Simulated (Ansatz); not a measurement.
## Ti₃C₂: do energies and stresses tell the same story?

Method: Ansatz, DFT r2SCAN, scalar-relativistic, plane waves, PAW.

Cutoff 500 eV; k points 12×12×4 on the computed 10-atom cell (Γ-centred); Gaussian smearing, width 0.10 eV; no spin polarisation.

Relaxed cell: P6_3/mmc, a = 3.064 Å, b = 3.064 Å, c = 15.119 Å, α = 90.00°, β = 90.00°, γ = 120.00°, 10 atoms in the primitive cell. Whether it is the stable form of this composition wasn't checked.

Energies at zero smearing and pressures from the stress tensor, at volumes with shape and atoms relaxed:
```csv
V (Å³/atom),E − E(first) (meV/atom),P (GPa)
11.555,0.00,10.42
11.923,-17.35,4.81
12.292,-22.70,0.00
12.661,-17.80,-4.06
13.030,-4.33,-7.40
```

Check P = −dE/dV between neighbouring volumes, and get the bulk modulus from the pressures alone.

With 1 eV/Å³ = 160.2 GPa:
| middle V (Å³/atom) | −ΔE/ΔV (GPa) | mean P (GPa) |
| --- | --- | --- |
| 11.739 | 7.538 | 7.614 |
| 12.108 | 2.323 | 2.406 |
| 12.477 | -2.126 | -2.028 |
| 12.845 | -5.854 | -5.729 |

The two differ by 0.13 GPa at most. The mean of two end pressures misses the average over a step by about ΔV² P″/12, up to 0.07 GPa here; with that taken off 0.07 GPa remains. The stress is the derivative of the free energy, not of the energy at zero smearing, and with free energies 0.01 GPa remains. Around V = 12.292 Å³/atom, the two neighbours give B = −V ΔP/ΔV = 12.292 × 8.87 / 0.738 = 147.8 GPa, against B0 = 147.3 GPa from the Birch–Murnaghan fit of the energies.

Energies and stresses do tell the same story: both place the equilibrium at the same volume and give practically the same stiffness. What remains between them is systematic. The mean pressure lies above the energy slope in every interval, and the gap widens with expansion. This suggests that the electronic smearing entropy grows with volume, as expected for a metal whose Ti 3d bands narrow as overlap weakens, raising the density of states at the Fermi level.

The pressure also changes more steeply on compression than on expansion, the usual anharmonic stiffening as short-range repulsion takes over. A bulk modulus of 147.8 GPa is well below that of rock-salt TiC. The probable reason is that strong Ti 3d–C 2p bonds hold the carbide slabs together, while softer metallic Ti–Ti contacts between carbon-free Ti layers take up much of the strain. The value therefore describes this compact, unterminated solid and doesn't carry over to MXene stacks with O, OH or F surfaces, where the contacts between layers are different.
